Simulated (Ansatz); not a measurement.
Computed with Ansatz, DFT PBE, scalar-relativistic, plane waves, PAW. Cutoff 420 eV, Γ-centred meshes of about 0.25 Å⁻¹ or finer for metals and 0.3 Å⁻¹ for insulators (2π included), Gaussian smearing. No spin polarisation.

Relaxed structures of Hf4O3, with energies over the first row. Coordination counts O atoms around Hf (those within 1.25 times the shortest such distance or 1.15 times the sum of covalent radii; a slash parts the counts of unlike sites).

```tsv
#	form	sites	V (Å³/atom)	coordination	ΔE (meV/atom)
1	P-42m	Hf 4n; O 2f, 1b	16.9	Hf 3	0
2	P2/m	Hf 2m, 2n; O 1d, 1a, 1f	13.7	Hf 4/5	13
3	P-3m1	Hf 2d, 2d; O 2c, 1a	13.7	Hf 3/6	21
4	P-43m	Hf 4e; O 3d	16.6	Hf 3	40
5	I4/mmm	Hf 4c, 4e; O 4d, 2a	13.4	Hf 4/5	73
```

A further structure, relaxed alike:

```yaml
crystal:
  lattice:
    - [4.80169, 0.00000, 0.00000]
    - [0.00000, 4.80169, 0.00000]
    - [0.00000, 0.00000, 5.05522]
  atoms:
    - { symbol: Hf, position: [0.25063, 0.25063, 0.25170] }
    - { symbol: Hf, position: [0.74937, 0.74937, 0.25170] }
    - { symbol: Hf, position: [0.74937, 0.25063, 0.74830] }
    - { symbol: Hf, position: [0.25063, 0.74937, 0.74830] }
    - { symbol: O, position: [0.00000, 0.00000, 0.00000] }
    - { symbol: O, position: [0.00000, 0.00000, 0.50000] }
    - { symbol: O, position: [0.50000, 0.50000, 0.00000] }
```

Task: Place it among the others.

Result: It is the lowest, 38 meV/atom below row 1, with space group P-42m (No. 111) and 16.7 Å³/atom. Counting O atoms around Hf, this cell and row 1 both have Hf 3. Around Hf lie 3 O at 2.11–2.12 Å; O on its first site has 4 Hf at 2.12 Å and 2 O at 2.53 Å; around O on its second site lie 4 Hf at 2.11 Å and 2 O at 2.53 Å; O on its third site is surrounded by 4 Hf at 2.12 Å.

The k mesh leaves some 4 meV/atom of noise in the energy of each metallic cell. These runs have no spin–orbit coupling, which can matter for Hf. The further cell has imaginary phonons (to 83i cm⁻¹), so it is a saddle point at this level. A kick in its own cell came back all the same. With atoms moved at random, row 1 came back. Row 2, row 3, row 4 and row 5 had no clear such test and can be saddle points. Some types were kept out of the candidates beforehand, so the set may lack a known form.
